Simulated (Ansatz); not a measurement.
## Worked example: SiH2(NH2)(SiH3) + C2H6O2Si → SiH(NH2)(SiH3)2 + C2H4O2

Species: SiH2(NH2)(SiH3), singlet; C2H6O2Si `CC(=O)O[SiH3]`, singlet; SiH(NH2)(SiH3)2, singlet; C2H4O2 `CC(=O)O`, singlet. The partners trade H for SiH3: Si–H and O–SiH3 bonds give way to Si–SiH3 and O–H.

Shapes, held fixed at every level: PBE0-D4/def2-TZVP. Flexible molecules stand in one conformer, not always the lowest. Programs: Ansatz 0.2.0. Electronic energies: no zero-point or thermal term.

At CCSD(T)/CBS estimate; 1 Eh = 2625.50 kJ/mol:

| species | energy (Eh) |
| --- | --- |
| SiH2(NH2)(SiH3) | -637.082973 |
| C2H6O2Si | -519.186001 |
| SiH(NH2)(SiH3)2 | -927.364050 |
| C2H4O2 | -228.875292 |

Problem. Work out ΔE of the reaction at this level.

Solution. 
1. Products less reactants: (-927.364050) + (-228.875292) − [(-637.082973) + (-519.186001)] = 0.029632 Eh = +77.8 kJ/mol.

Other levels give +71.6 (CCSD(T)/def2-SVP) to +99.8 kJ/mol (HF/def2-TZVPP). No measured value is set beside it here. The CBS estimate extrapolates MP2 from def2-TZVPP and def2-QZVPP and adds CCSD(T) − MP2 in the triple-zeta set, cores frozen.
